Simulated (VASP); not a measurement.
WC (Qusongite), 2 atoms in the cell. The structure is hexagonal, space group P-6m2 (No. 187). Conventional cell: a = 2.907 Å, b = 2.907 Å, c = 2.837 Å, α = 90.00°, β = 90.00°, γ = 120.00°. W (site symmetry -6m2) is surrounded by 6 C at 2.20 Å. C (site symmetry -6m2) is surrounded by 6 W at 2.20 Å. 

- Program: VASP 6.6.1
- Task: single point
- Functional: PBE
- Potentials or basis: VASP PAW PBE potentials, release 64 (W_sv, C)
- Cutoff: 520 eV
- k mesh: 10 × 10 × 9
- Occupations: gaussian, width 0.011 eV
- Spin: no spin polarisation
- Further INCAR settings: ALGO = Normal; EDIFF = 1e-06; NBANDS = 16

Potentials or basis: VASP PAW PBE potentials, release 64 (W_sv, C).

Command:

```sh
$ cat potpaw_PBE.64/W_sv/POTCAR potpaw_PBE.64/C/POTCAR > POTCAR
$ mpirun -np 1 vasp_std > vasp.out
```

Hardware: 1 thread of Intel(R) Xeon(R) Platinum 8488C (Sapphire Rapids), on a shared host.

Task: Estimate the wall time of this run.

Result: Run time: 9.5 s on 1 thread of Intel(R) Xeon(R) Platinum 8488C (Sapphire Rapids), with other jobs on the host, peak memory 0.15 GiB. Counts: scf iterations 12, k points 70.
